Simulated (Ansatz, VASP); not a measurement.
## One calculation of Hf, two programs

```
Hf
1.0
    -1.79896    1.79896    1.79896
     1.79896   -1.79896    1.79896
     1.79896    1.79896   -1.79896
Hf
1
Direct
  0.00000 0.00000 0.00000
```

Change from the starting cell: volume scaled by 0.99, crystal datasets.

Alike in both runs: task electric field gradients; functional PBEsol; k mesh 14 × 14 × 14; occupations fermi-dirac, width 0.05 eV; no spin polarisation.

|  | VASP | Ansatz |
| --- | --- | --- |
| version | VASP 6.6.1 | Ansatz 0.2.0 |
| potentials or method | VASP PAW PBE potentials, release 64 (Hf_pv), cutoff 520 eV | all-electron PAW with datasets made for the crystal, scalar-relativistic |

```tsv
	VASP	Ansatz	Ansatz less VASP
pressure (GPa)	-8.6	-8.2	+0.33
Vzz of the field gradient on the site that differs most (V/Å²)	0.0	0.0	0.00
```

Ansatz ran all-electron here, so the differences hold the error of VASP's frozen core and of both bases. Ansatz warned: «gradients_without_spin_orbit».

Caveats: the PAW data sets were made with another functional, which shifts forces and pressure a little (VASP). Spin-orbit coupling is left out, which matters for the levels of Hf.
